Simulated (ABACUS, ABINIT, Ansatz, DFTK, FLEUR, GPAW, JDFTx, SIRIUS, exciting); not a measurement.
# One calculation of Pt, 9 ways

```
Pt
1.0
    -0.01330    1.93575    1.94453
     1.97104    0.00303    1.92819
     2.00088    1.94926   -0.02681
Pt
1
Direct
  0.98674 0.01995 0.00694
```

The given cell was strained at random by a few per cent at fixed volume.

Alike in all runs: task single point; functional PBEsol; k mesh 12 × 12 × 12; occupations fermi-dirac, width 0.05 eV; no spin polarisation; no spin-orbit coupling. Pressure is positive in compression and, in plane waves, holds the error of the finite cutoff.

```tsv
program and potentials	plane-wave cutoff (eV)	notes	band gap (eV)	pressure (GPa)	energy over the undisturbed cell (meV/atom)
ABACUS, PseudoDojo NC SR 0.4.1 PBEsol standard, plane waves	1143	18 valence electrons an atom on average	no gap	-1.05	2.30
DFTK, PseudoDojo SR PBEsol 0.4.1 standard (PBEsol)	1143	18 valence electrons an atom on average	no gap	-1.07	-
exciting, all-electron LAPW+lo, shipped species files, valence relativity iora*	-	-	no gap	-	6.63
JDFTx, PseudoDojo-SR-PBEsol-0.4.1-standard with smoothed tails	1143	18 valence electrons an atom on average	no gap	-1.07	2.29
SIRIUS, PseudoDojo 0.4.1 PBEsol standard (scalar relativistic)	1152	18 valence electrons an atom on average	no gap	-1.06	-
FLEUR, all-electron, FLAPW	-	-	no gap	-	2.41
ABINIT, PseudoDojo NC SR PBEsol v0.4.1 standard	1143	18 valence electrons an atom on average	no gap	-1.07	-
GPAW, PAW data sets generated for this functional	600	16 valence electrons an atom on average	no gap	-0.81	2.36
Ansatz, all-electron LAPW, scalar-relativistic	-	-	no gap	-0.53	-
```

None finds a gap. The pressure spans -1.07 (DFTK, PseudoDojo SR PBEsol 0.4.1 standard (PBEsol)) to -0.53 GPa (Ansatz, all-electron LAPW, scalar-relativistic), with all-electron results at -0.53. The energy of exciting, all-electron LAPW+lo, shipped species files, valence relativity iora* lies far from the others; the cause wasn't traced.

The functional is the same throughout but for its coding, so the spread measures potentials, basis and numerics; runs on potential files found faulty are left out.
